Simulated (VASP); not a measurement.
TiCo:

```xyz
2
Lattice="2.9861 0.0000 0.0000 0.0000 2.9861 0.0000 0.0000 0.0000 2.9861" Properties=species:S:1:pos:R:3 pbc="T T T"
Co    1.4931    1.4931    1.4931
Ti    0.0000    0.0000    0.0000
```

The cell comes from a database or a generator and needn't be the stable form of this composition.

Base run:

```yaml
Program: VASP 6.6.1
Functional: PBE
Potentials_or_basis: VASP PAW PBE potentials, release 64 (Co, Ti_sv)
Cutoff: 520 eV
k_mesh: 9 × 9 × 9
Occupations: fermi-dirac, width 0.05 eV
Spin: collinear spin, ferromagnetic start
Starting_moments: "[2.0, 1.0] μB"
```

Its results: band gap on the k mesh none (metal or under the smearing width); pressure -1.1 GPa; net moment 0.79 μB per cell; site moments Co +0.88; Ti -0.03 μB.

Question: The run is repeated on the same cell with these changes: potentials or basis from VASP PAW PBE potentials, release 64 (Co, Ti_sv) to VASP PAW PBE potentials, release 64 (Co_GW, Ti_sv_GW); cutoff from 520 eV to 550 eV; occupations from fermi-dirac, width 0.05 eV to gaussian, width 0.05 eV. What comes out?

Answer: Band gap on the k mesh none (metal or under the smearing width); pressure -2.0 GPa; net moment 0.82 μB per cell; site moments Co +0.90; Ti -0.02 μB.

Not every run made on this cell is shown here.
